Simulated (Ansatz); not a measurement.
Four rocksalt compounds that share partners, relaxed with r2SCAN in the plane-wave code Ansatz; the fourth is withheld. Spin-unpolarised throughout; all numbers are computed.

| solid | a (Å) |
| --- | --- |
| MgS | 5.203 |
| MgO | 4.204 |
| BaS | 6.424 |

Question: If bond lengths are sums of radii, what lattice constant follows for BaO?

Answer: a(BaO) ≈ a(MgO) + a(BaS) − a(MgS) = 4.204 + 6.424 − 5.203 = 5.425 Å. The relaxed cell has 5.544 Å, +2.2 % from the sum: fixed radii fail here.

Question: How much does a change of partner add, in either pair?

Answer: MgS → MgO: -0.999 Å, and BaS → BaO: -0.880 Å; MgS → BaS: +1.221 Å, and MgO → BaO: +1.340 Å. Fixed radii would make each pair equal; they differ by 0.119 Å.
